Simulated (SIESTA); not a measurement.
Crystal: SiO2.

```xyz
12
Lattice="4.9756 0.0000 0.0000 0.0000 4.9756 0.0000 0.0000 0.0000 6.9009" Properties=species:S:1:pos:R:3 pbc="T T T"
Si    3.9966    3.9966    3.4504
Si    3.4668    1.5088    1.7252
Si    1.5088    3.4668    5.1757
Si    0.9790    0.9790    0.0000
O     3.7902    0.5492    2.9815
O     4.4263    1.1854    0.4690
O     0.5492    3.7902    3.9194
O     1.3024    1.9386    5.6446
O     1.1854    4.4263    6.4319
O     3.6732    3.0370    2.1942
O     1.9386    1.3024    1.2562
O     3.0370    3.6732    4.7067
```

The cell comes from a database or a generator and needn't be the stable form of this composition.

Base run:

```yaml
Program: SIESTA 5.4.2
Functional: LDA
Potentials_or_basis: PseudoDojo 0.4 standard (LDA files)
Basis: DZP (energy shift 0.003 Ry)
Grid_cutoff: 800 Ry
Energy_shift: 0.003 Ry
k_mesh: 6 × 6 × 4
Occupations: fermi-dirac, width 0.05 eV
Spin: no spin polarisation
```

Its results: band gap on the k mesh 5.84 eV, direct; pressure -0.3 GPa; largest force 0.233 eV/Å.

The run is repeated on the same cell with these changes: functional from LDA to PBEsol; potentials or basis from PseudoDojo 0.4 standard (LDA files) to PseudoDojo 0.4 standard (PBEsol files). What comes out?

Band gap on the k mesh 5.93 eV, direct; pressure 4.4 GPa; largest force 0.532 eV/Å.

Caveats: the basis of atomic orbitals isn't converged, which shifts pressures, moduli and gaps.
